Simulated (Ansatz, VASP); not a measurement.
# CO2: VASP beside Ansatz

```
C O
1.0
     4.75347    0.00000    0.00000
     0.00000    4.75347    0.00000
     0.00000    0.00000    5.03345
C O
2 4
Cartesian
  2.3767 2.3767 2.5167
  0.0000 0.0000 0.0000
  1.5495 3.2040 2.5167
  3.2040 1.5495 2.5167
  0.8272 0.8272 0.0000
  3.9263 3.9263 0.0000
```

Alike in both runs: functional PBE; k mesh 6 × 6 × 6; occupations gaussian, width 0.02 eV; no spin polarisation.

Ansatz relaxed the structure, and its values are those at the end. VASP's run is a single point on that final structure, the one shown.

```csv
,VASP,Ansatz
version,VASP 6.6.1,Ansatz 0.2.0
potentials or method,"VASP PAW PBE potentials, release 64 (C, O)","scalar-relativistic, plane waves, PAW"
plane-wave cutoff (eV),520,420
valence electrons in the cell,32,32
```

|  | VASP | Ansatz | Ansatz less VASP |
| --- | --- | --- | --- |
| gap on the k mesh at the Fermi level (eV) | 6.51 | 6.52 | +0.014 |
| least direct gap on the mesh (eV) | 6.69 | 6.70 | +0.014 |
| pressure (GPa) | 1.2 | 0.0 | -1.17 |
| rms of the force components (eV/Å) | 0.298 | 0.000 | -0.2972 |

One of these differences is far larger than is usual between the two programs; its cause wasn't traced.

Caveats: the standard files for N, O and F lose accuracy on very short bonds. A k mesh can miss the band edges.
